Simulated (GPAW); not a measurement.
A run of GPAW 26.7.0 is set up as follows.

The input run.py:

```python
from ase.dft.bandgap import bandgap
from ase.io import read, write
from ase.units import GPa
from gpaw import GPAW, PW, setup_paths

setup_paths.insert(0, '.')

atoms = read('Si.xyz')

calc = GPAW(mode=PW(600),
            xc='BLYP',
            kpts={'size': (8, 8, 10), 'gamma': True},
            occupations={'name': 'fermi-dirac', 'width': 0.05},
            nbands=11,
            convergence={'density': 1e-05, 'energy': 1e-05},
            eigensolver='davidson',
            maxiter=150,
            txt='gpaw.txt')
atoms.calc = calc
energy = atoms.get_potential_energy()
forces = atoms.get_forces()
stress = atoms.get_stress()
calc.write('gs.gpw')
write('result.traj', atoms)
print(f'Energy: {energy:.6f} eV')
print('Forces (eV/A):')
print(forces.round(4))
print('Stress (GPa):', (stress / GPa).round(3))
print('Fermi level:', round(calc.get_fermi_level(), 4), 'eV')
print(f'Gap: {bandgap(calc)[0]:.4f} eV, direct: {bandgap(calc, direct=True)[0]:.4f} eV')

path = atoms.cell.bandpath('GMKGALHA,LM,KH', npoints=80, eps=1e-4)
bs_calc = calc.fixed_density(kpts=path, symmetry='off', nbands=20,
                             convergence={'bands': 'CBM+6.0', 'eigenstates': 1e-6}, txt='bands.txt')
bs = bs_calc.band_structure()
bs.write('bs.json')
print(f'Gap on the path: {bandgap(bs_calc)[0]:.4f} eV')
```

File Si.xyz:

```xyz
2
Lattice="4.1209498811 0.0000000000 0.0000000000 -2.0604749406 3.5688472848 0.0000000000 0.0000000000 0.0000000000 2.6547900000" Properties=species:S:1:pos:R:3 pbc="T T T"
Si    -0.0000206048      2.3792434194      1.3273950000
Si     2.0604543356      1.1896276579      1.3273950000
```

Potentials or basis: PAW data sets generated in the run's folder for this functional, pw.

Launch:

```bash
$ gpaw-setup -f BLYP Si
$ OMP_NUM_THREADS=1 python run.py
```

(1) Predict the band gap along the path.

(2) Predict the pressure.

Results:

(1) none (metal or under the smearing width).

(2) 4.2 GPa.
